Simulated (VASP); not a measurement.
# GaN (P6_3mc) in VASP: notebook

The runs below take GaN through relaxation of cell and atoms, with RPBE, PBE+D3(BJ).

All numbers are computed with VASP 6.6.1; they aren't measurements. Logs are shortened: lines on timing, memory, paths and dates and some standing lists are left out, and cuts for length are marked.

## Step 1: The crystal as given

Symmetry: P6_3mc, No. 186, hexagonal system. Conventional cell: a = 3.243 Å, b = 3.243 Å, c = 5.284 Å, α = 90.00°, β = 90.00°, γ = 120.00°. Ga (site symmetry 3m) is surrounded by 4 N at 1.98 to 1.99 Å. N (site symmetry 3m) is surrounded by 4 Ga at 1.98 to 1.99 Å.

## Step 2: Relaxation of cell and atoms, RPBE

The input, INCAR:

```
SYSTEM = GaN
PREC = Accurate ; ENCUT = 600
EDIFF = 1E-7 ; ISMEAR = 0
SIGMA = 0.03 ; LREAL = .FALSE.
LASPH = .TRUE. ; NELM = 80
ALGO = Normal ; ISIF = 3
LWAVE = .FALSE. ; LCHARG = .FALSE.
GGA = RP ; IBRION = 2
NSW = 90 ; EDIFFG = -0.005
```

The input, KPOINTS:

```
regular mesh
0
G
  12 12 5
  0 0 0
```

The input, POSCAR:

```
GaN                                     
1.0
    3.2433667896      0.0000000000      0.0000000000
   -1.6216833948      2.8088380335     -0.0000000000
    0.0000000000      0.0000000000      5.2835395023
  Ga              N             
     2     2
Direct
     0.3333333332999970    0.6666666667000030    0.9990543306715860
     0.6666666667000030    0.3333333332999970    0.4990543306715859
     0.3333333332999970    0.6666666667000030    0.3759456693284141
     0.6666666667000030    0.3333333332999970    0.8759456693284140
```

Potentials or basis: VASP PAW PBE potentials, release 64 (Ga_d, N).

Started as:

```
$ cat potpaw_PBE.64/Ga_d/POTCAR potpaw_PBE.64/N/POTCAR > POTCAR
$ mpirun -np 1 vasp_std > vasp.out
```

OUTCAR:

```text
SYSTEM = GaN
   PREC = Accurate
   ENCUT = 600
   EDIFF = 1E-7
   ISMEAR = 0
   LREAL = .FALSE.
   LASPH = .TRUE.
   NELM = 80
   ISIF = 3
   GGA = RP
   IBRION = 2
   NSW = 90
   EDIFFG = -0.005

 ion  position               nearest neighbor table
   1  0.333  0.667  0.999-   4 1.98   4 1.98   4 1.98   3 1.99
   2  0.667  0.333  0.499-   3 1.98   3 1.98   3 1.98   4 1.99
   3  0.333  0.667  0.376-   2 1.98   2 1.98   2 1.98   1 1.99
   4  0.667  0.333  0.876-   1 1.98   1 1.98   1 1.98   2 1.99

  LATTYP: Found a hexagonal cell.
 ALAT       =     3.2433667896
 C/A-ratio  =     1.6290292912

  Lattice vectors:

 A1 = (   3.2433667896,   0.0000000000,   0.0000000000)
 A2 = (  -1.6216833948,   2.8088380335,   0.0000000000)
 A3 = (   0.0000000000,   0.0000000000,   5.2835395023)

Analysis of symmetry for initial positions (statically):
=====================================================================
 Subroutine PRICEL returns:
 Original cell was already a primitive cell.

 Routine SETGRP: Setting up the symmetry group for a
 hexagonal supercell.

 Subroutine GETGRP returns: Found 12 space group operations
 (whereof  6 operations were pure point group operations)
 out of a pool of 24 trial point group operations.

The static configuration has the point symmetry C_3v.
 The point group associated with its full space group is C_6v.

Analysis of symmetry for dynamics (positions and initial velocities):
=====================================================================
 Subroutine PRICEL returns:
 Original cell was already a primitive cell.

 Routine SETGRP: Setting up the symmetry group for a
 hexagonal supercell.

 Subroutine GETGRP returns: Found 12 space group operations
 (whereof  6 operations were pure point group operations)
 out of a pool of 24 trial point group operations.

The dynamic configuration has the point symmetry C_3v.
 The point group associated with its full space group is C_6v.

 Subroutine INISYM returns: Found 12 space group operations
 (whereof  6 operations are pure point group operations),
 and found     1 'primitive' translations

----------------------------------------------------------------------------------------

                                     Primitive cell

  volume of cell :      48.1335

[... 95 lines left out ...]
   NSW    =     90    number of steps for IOM
   IBRION =      2    ionic relax: 0-MD 1-quasi-New 2-CG
   NFREE  =      1    steps in history (QN), initial steepest desc. (CG)
   ISIF   =      3    stress and relaxation
   ISYM   =      2    0-nonsym 1-usesym 2-fastsym
   POTIM  = 0.5000    time-step for ionic-motion
   TEBEG  =    0.0;   TEEND  =   0.0 temperature during run
   PSTRESS=    0.0 pullay stress
   NELECT =      36.0000    total number of electrons
   NUPDOWN=      -1.0000    fix difference up-down
   EMIN   =  10.00;   EMAX   =-10.00  energy-range for DOS
   EFERMI =   0.00;   METHOD = LEGACY
   ISMEAR =     0;   SIGMA  =   0.03  broadening in eV -4-tet -1-fermi 0-gaus
   EFERMI_NEDOS =   21; number of points for ismear=-14 and -15
   IALGO  =     38    algorithm
   IMIX   =      4    mixing-type and parameters
     AMIX     =   0.40;   BMIX     =  1.00
     AMIX_MAG =   1.60;   BMIX_MAG =  1.00
  volume/ion in A,a.u.               =      12.03        81.21
  Fermi-wavevector in a.u.,A,eV,Ry     =   1.486026  2.808182 30.045384  2.208273
  Thomas-Fermi vector in A             =   2.599364
   LORBIT       =      0    0 simple, 1 ext, 2 COOP (PROOUT), +10 PAW based schemes
   GGA     = RP    functional components
   LHFCALC =     F    Hartree Fock is set to
   AEXX    =    0.0000 exact exchange contribution
   IVDW    =     0    specifies the selected vdW correction
   LEPSILON=     F    determine dielectric tensor
   LRPA    =     F    only Hartree local field effects (RPA)
 conjugate gradient relaxation of ions
 non-spin polarized calculation
 Gauss-broadening in eV      SIGMA  =   0.03
  energy-cutoff  :      600.00
  volume of cell :       48.13
 maximum number of plane-waves:      1641
 NGX is ok and might be reduce to    28
   NGX = 13   NGY = 13   NGZ = 21

--------------------------------------- Ionic step        1  -------------------------------------------

 number of electron      36.0000005 magnetization

 Free energy of the ion-electron system (eV)
  ---------------------------------------------------
  ext. energy  EPLUGINS =         0.00000000
  ---------------------------------------------------
  free energy    TOTEN  =       -22.69462001 eV

  energy without entropy =      -22.69462001  energy(sigma->0) =      -22.69462001

------------------------ aborting loop because EDIFF is reached ----------------------------------------

  FORCE on cell =-STRESS in cart. coord.  units (eV):
  Direction    XX          YY          ZZ          XY          YZ          ZX
  --------------------------------------------------------------------------------------
  -------------------------------------------------------------------------------------
  Total       -0.0343778     -0.0343778     -0.0511633      0.0000000     -0.0000000      0.0000000
  in kB       -1.1443016     -1.1443016     -1.7030270      0.0000000     -0.0000000      0.0000000
  external PRESSURE =      -1.3305434 kB  Pullay stress =       0.0000000 kB
[... 63 lines left out ...]
--------------------------------------- Ionic step        3  -------------------------------------------

 number of electron      36.0000005 magnetization

 Free energy of the ion-electron system (eV)
  ---------------------------------------------------
  ext. energy  EPLUGINS =         0.00000000
  ---------------------------------------------------
  free energy    TOTEN  =       -22.69463711 eV

  energy without entropy =      -22.69463711  energy(sigma->0) =      -22.69463711

 E-fermi :   5.1084     XC(G=0): -11.1978

 val. band max:        4.9137402746   @ k =   0.0000   0.0000   0.0000
 cond. band min:       6.5408628977   @ k =   0.0000   0.0000   0.0000
 fundamental gap:      1.6271226231
 Fermi energy:         5.1084441294

 k-point     1 :       0.0000    0.0000    0.0000
  band No.  band energies     occupation
      1     -10.6797      2.00000
      2      -9.9346      2.00000
      3      -8.5038      2.00000
      4      -8.4906      2.00000
      5      -8.4906      2.00000
      6      -8.4387      2.00000
[... 589 lines left out ...]
     21      11.8405      0.00000
     22      12.8755      0.00000

 [... further k-points ...]
[... 5 lines left out ...]
  --------------------------------------------------------------------------------------
  -------------------------------------------------------------------------------------
  Total        0.0007043      0.0007043     -0.0027560      0.0000000      0.0000000      0.0000000
  in kB        0.0234637      0.0234637     -0.0918143      0.0000000      0.0000000      0.0000000
  external PRESSURE =      -0.0149623 kB  Pullay stress =       0.0000000 kB
[... 19 lines left out ...]
  FREE ENERGIE OF THE ION-ELECTRON SYSTEM (eV)
  ---------------------------------------------------
  free  energy   TOTEN  =       -22.6946371134 eV

  energy  without entropy=      -22.6946371134  energy(sigma->0) =      -22.69463711

 reached required accuracy - stopping structural energy minimisation
```

OSZICAR:

```text
N       E                     dE             d eps       ncg     rms          rms(c)
DAV:   1     0.295847037580E+03    0.29585E+03   -0.20060E+04  2572   0.324E+03
[... 26 lines left out ...]
DAV:   1    -0.226947400437E+02   -0.11238E-03   -0.16475E-03  3230   0.912E-01    0.629E-02
DAV:   2    -0.226946627011E+02    0.77343E-04   -0.20440E-04  3496   0.357E-01    0.305E-02
DAV:   3    -0.226946389577E+02    0.23743E-04   -0.51671E-05  3924   0.169E-01    0.619E-03
DAV:   4    -0.226946384661E+02    0.49165E-06   -0.79382E-06  2526   0.251E-02    0.514E-03
DAV:   5    -0.226946376789E+02    0.78722E-06   -0.63220E-07  3286   0.733E-03    0.302E-03
DAV:   6    -0.226946371130E+02    0.56589E-06   -0.57762E-07  2850   0.958E-03    0.265E-04
DAV:   7    -0.226946371134E+02   -0.40836E-09   -0.34663E-08  1284   0.206E-03
   3 F= -.22694637E+02 E0= -.22694637E+02  d E =-.171084E-04
```

It took 3.5 min on 1 thread of Intel Xeon Platinum 8488C (Sapphire Rapids), shared host; peak memory 0.21 GiB.

What came out:

```
Free energy                            : -22.6946 eV
Relaxed volume                         : 12.02 Å³/atom
Relaxed cell                           : a = 3.243 Å, b = 3.243 Å, c = 5.282 Å, α = 90.00°, β = 90.00°, γ = 120.00°
Space group after relaxing (to 0.05 Å) : P6_3mc (No. 186)
Energy gained by relaxing              : 0.0 meV/atom
Ionic steps                            : 3
Pressure after relaxing                : 0.0 GPa
Band gap on the k mesh                 : 1.63 eV, direct
```

Final structure:
```
Ga N
1.0
     3.24259    0.00000    0.00000
    -1.62130    2.80817    0.00000
     0.00000    0.00000    5.28166
Ga N
2 2
Cartesian
  0.0000 1.8721 5.2767
  1.6213 0.9361 2.6359
  0.0000 1.8721 1.9856
  1.6213 0.9361 4.6264
```

Levels at points of the mesh, in eV from the valence-band top:
| k point | band 15 | band 16 | band 17 | band 18 | band 19 | band 20 | band 21 | band 22 |
| --- | --- | --- | --- | --- | --- | --- | --- | --- |
| (0.00, 0.00, 0.00) | -0.97 | -0.03 | 0.00 | 0.00 | 1.63 | 4.00 | 9.01 | 9.67 |
| (0.50, 0.00, 0.00) | -3.95 | -2.55 | -2.03 | -0.93 | 5.01 | 5.30 | 6.02 | 8.26 |

Caveat: the PAW data sets were made with another functional, which shifts forces and pressure a little. RPBE gaps usually lie below the measured ones, often by a third to a half.

## Step 3: Relaxation of cell and atoms, PBE+D3(BJ)

This run uses another cell than the first one, of 11.31 Å³/atom, 0.940 times its volume.

The input, INCAR:

```
PREC = Accurate
ENCUT = 600
EDIFF = 1E-6
ISMEAR = 0
SIGMA = 0.03
LREAL = F
LASPH = T
NELM = 80
ALGO = Normal
ISIF = 3
LWAVE = F
LCHARG = F
GGA = PE
IVDW = 12
IBRION = 2
NSW = 90
EDIFFG = -0.01
```

The input, KPOINTS:

```
regular mesh
0
Gamma
  12 12 5
```

The input, POSCAR:

```
GaN
1.0
    3.1800000000      0.0000000000      0.0000000000
   -1.5900000000      2.7539607840      0.0000000000
    0.0000000000      0.0000000000      5.1660000000
Ga N
2 2
Direct
    0.3333333333      0.6666666667      0.0000000000
    0.6666666667      0.3333333333      0.5000000000
    0.3333333333      0.6666666667      0.3750000000
    0.6666666667      0.3333333333      0.8750000000
```

Potentials or basis: VASP PAW PBE potentials, release 64 (Ga_d, N).

Started as:

```
$ cat potpaw_PBE.64/Ga_d/POTCAR potpaw_PBE.64/N/POTCAR > POTCAR
$ mpirun -np 1 vasp_std > vasp.out
```

It took 6.3 min on 1 thread of Intel Xeon Platinum 8259CL at 2.50GHz (Skylake/Cascade Lake), shared host; peak memory 0.23 GiB.

It converged, with:

```yaml
Free_energy: -25.3253 eV
Relaxed_volume: 11.52 Å³/atom
Relaxed_cell: a = 3.196 Å, b = 3.196 Å, c = 5.209 Å, α = 90.00°, β = 90.00°, γ = 120.00°
Space_group_after_relaxing_to_0.05_Å: P6_3mc (No. 186)
Energy_gained_by_relaxing: 2.6 meV/atom
Ionic_steps: 8
Pressure_after_relaxing: 0.1 GPa
Band_gap_on_the_k_mesh: 1.85 eV, direct
Dispersion_energy_per_atom: -0.252 eV
```

Step by step:
| step | energy change (eV) | largest force (eV/Å) | pressure (GPa) | volume (Å³) |
| --- | --- | --- | --- | --- |
| 1 | 0.0000 | 0.1338 | 3.39 | 45.24 |
| 2 | -0.0025 | 0.0835 | -2.80 | 46.83 |
| 3 | -0.0103 | 0.0069 | -0.05 | 46.08 |
| 4 | -0.0103 | 0.0096 | 0.17 | 46.06 |
| 5 | -0.0104 | 0.0122 | 0.00 | 46.07 |
| 6 | -0.0104 | 0.0116 | 0.05 | 46.07 |
| 7 | -0.0104 | 0.0111 | -0.02 | 46.07 |
| 8 | -0.0104 | 0.0010 | 0.08 | 46.07 |

Final structure:
```yaml
crystal:
  lattice:
    - [3.19567, 0.00000, 0.00000]
    - [-1.59784, 2.76753, 0.00000]
    - [0.00000, 0.00000, 5.20895]
  atoms:
    - { symbol: Ga, position: [0.33333, 0.66667, 0.99921] }
    - { symbol: Ga, position: [0.66667, 0.33333, 0.49921] }
    - { symbol: N, position: [0.33333, 0.66667, 0.37579] }
    - { symbol: N, position: [0.66667, 0.33333, 0.87579] }
```

Levels at points of the mesh, in eV from the valence-band top:
| k point | band 14 | band 15 | band 16 | band 17 | band 18 | band 19 | band 20 | band 21 | band 22 |
| --- | --- | --- | --- | --- | --- | --- | --- | --- | --- |
| (0.00, 0.00, 0.00) | -1.02 | -1.02 | -0.04 | 0.00 | 0.00 | 1.85 | 4.21 | 9.14 | 9.85 |
| (0.50, 0.00, 0.00) | -5.26 | -4.16 | -2.71 | -2.18 | -0.99 | 5.05 | 5.50 | 6.02 | 8.51 |

Expect the measured gap to be larger: semilocal functionals such as PBE lack the derivative discontinuity. Zero-point motion and thermal expansion aren't in these numbers.

(Continued in part 2 of 2.)
